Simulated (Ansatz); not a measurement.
The system is LiCl.

```
CELL_PARAMETERS angstrom
0.00000 2.56477 2.56477
2.56477 0.00000 2.56477
2.56477 2.56477 0.00000
ATOMIC_POSITIONS crystal
Cl 0.50000 0.50000 0.50000
Li 0.00000 0.00000 0.00000
```

```yaml
Program: Ansatz 0.2.0
Task: relaxation of cell and atoms
Functional: RPBE
Potentials_or_basis: all-electron LAPW, scalar-relativistic
Basis_error_allowed: 0.001 eV/atom
k_mesh: 9 × 9 × 9
Occupations: fermi-dirac, width 0.05 eV
Spin: no spin polarisation
```

At the start: volume 16.87 Å³/atom.

Task: How do energy, volume and symmetry change on relaxing?

Result: Over 5 steps the energy falls by 9.3 meV/atom and the volume is 18.19 Å³/atom (+7.8 %); space group Fm-3m (No. 225, to 0.05 Å).

The path:
| step | energy change (eV) | largest force (eV/Å) | volume (Å³) |
| --- | --- | --- | --- |
| 1 | 0.0000 | 0.0000 | 33.74 |
| 2 | -0.0164 | 0.0000 | 35.44 |
| 3 | -0.0185 | 0.0000 | 36.28 |
| 4 | -0.0186 | 0.0000 | 36.38 |
| 5 | -0.0186 | 0.0000 | 36.38 |

Final structure:
```xyz
2
Lattice="0.0000 2.6299 2.6299 2.6299 0.0000 2.6299 2.6299 2.6299 0.0000" Properties=species:S:1:pos:R:3 pbc="T T T"
Cl    2.6299    2.6299    2.6299
Li    0.0000    0.0000    0.0000
```
